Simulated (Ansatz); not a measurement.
Field gradients at the nuclei in V₂O₃ under strain

The cell is a COD entry, relaxed with PBE at fixed cell and then changed (z stretched by 2 %, ions relaxed).

```
V O
1.0
     2.47091    1.42658    4.75670
    -2.47091    1.42658    4.75670
     0.00000   -2.85316    4.75670
V O
4 6
Direct
  0.34099 0.34099 0.34099
  0.15901 0.15901 0.15901
  0.65901 0.65901 0.65901
  0.84099 0.84099 0.84099
  0.92783 0.25000 0.57217
  0.57217 0.92783 0.25000
  0.25000 0.57217 0.92783
  0.07217 0.75000 0.42783
  0.42783 0.07217 0.75000
  0.75000 0.42783 0.07217
```

Atoms are numbered from 1 in the order listed; like atoms form one site, named after its first atom.

Method: Kohn–Sham DFT in Ansatz, PBE, plane waves and PAW, scalar-relativistic, collinear spin, 420 eV cutoff, Γ-centred 9×9×9 k-points, Fermi–Dirac smearing 0.05 eV. Start moments as typed (μB): 2 on each V, none on the rest.

V_zz is the principal component of the electric field gradient with the largest magnitude, η = (V_xx − V_yy)/V_zz and C_Q = eQV_zz/h.

⁵¹V: I = 7/2, Q = -52.00 mb; 17O: I = 5/2, Q = -25.58 mb. Quadrupole moments are those of Pyykkö's year-2017 table.

(1) What field gradients does the calculation give at each kind of site?

## Answers

(1) 

```csv
site,atoms (order as listed),first shell,V_zz (10²¹ V/m²),η,C_Q (MHz)
V,"1, 2, 3, 4",6 O at 1.99–2.05 Å,-1.21,0.00,1.52
O,"5, 6, 7, 8, 9, 10",4 V at 1.99–2.05 Å,-4.04,0.12,2.50
```

An axis of threefold or higher order runs through V, so V_zz lies along it and η is zero.

Runs of this kind can end above the lowest electronic state. The run finds no gap above 0.1 eV (a metal, or nearly one), so the gradients can move by 10 % or more with the k-mesh. Semilocal functionals can leave a metal where correlation in the d or f shell opens a gap in the real compound, and that would change the values at and beside V. At this changed cell the PBE pressure is -7 GPa. Measured V2O3 orders antiferromagnetically, but in this run all moments are parallel, as the start or the cell imposes: fields and spin densities carried over to other atoms belong to this order alone, and gaps, moments and gradients can differ too.
